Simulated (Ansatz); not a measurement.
## CuAu under changes of volume

One of the cells (14.556 Å³/atom); the others are scaled copies at fixed shape and fractional positions:

```xyz
2
Lattice="2.8107 0.0000 0.0000 0.0000 2.8107 0.0000 0.0000 0.0000 3.6850" Properties=species:S:1:pos:R:3 pbc="T T T"
Au    0.0000    0.0000    0.0000
Cu    1.4054    1.4054    1.8425
```

```yaml
Program: Ansatz 0.2.0
Functional: PBEsol
Potentials_or_basis: Ansatz PAW
Cutoff: "420 eV (not typed: the program's choice for these potentials)"
k_mesh: 9 × 9 × 7
Occupations: fermi-dirac, width 0.05 eV
Spin: no spin polarisation
```

```tsv
volume (Å³/atom)	energy over the lowest point (meV/atom)	pressure (GPa)
13.683	?	?
13.974	1.98	3.0
14.265	0.00	-0.7
14.556	4.34	-4.0
14.847	14.21	-6.8
15.139	28.92	-9.3
15.430	47.83	-11.4
```

Task: What does the run at 13.683 Å³/atom give?

Result: Energy over the lowest point 11.17 meV/atom; pressure 7.2 GPa.

Worked out: A Birch-Murnaghan fit of order 3 (a polynomial in V^(-2/3)) to the other rows has its minimum at 14.20 Å³/atom with B0 = V·E''(V) = 174 GPa and B' = 5.5 at fixed shape and positions, which overstates the stiffness. It gives 11.17 meV/atom at 13.683 Å³/atom, against the run's 11.17, and -dE/dV = 7.2 GPa, against 7.2.

Energies are extrapolated to zero smearing.

Caveats: the PAW data sets come from PBE, with cores solved anew for the run's functional, which leaves a small shift of forces and pressure.
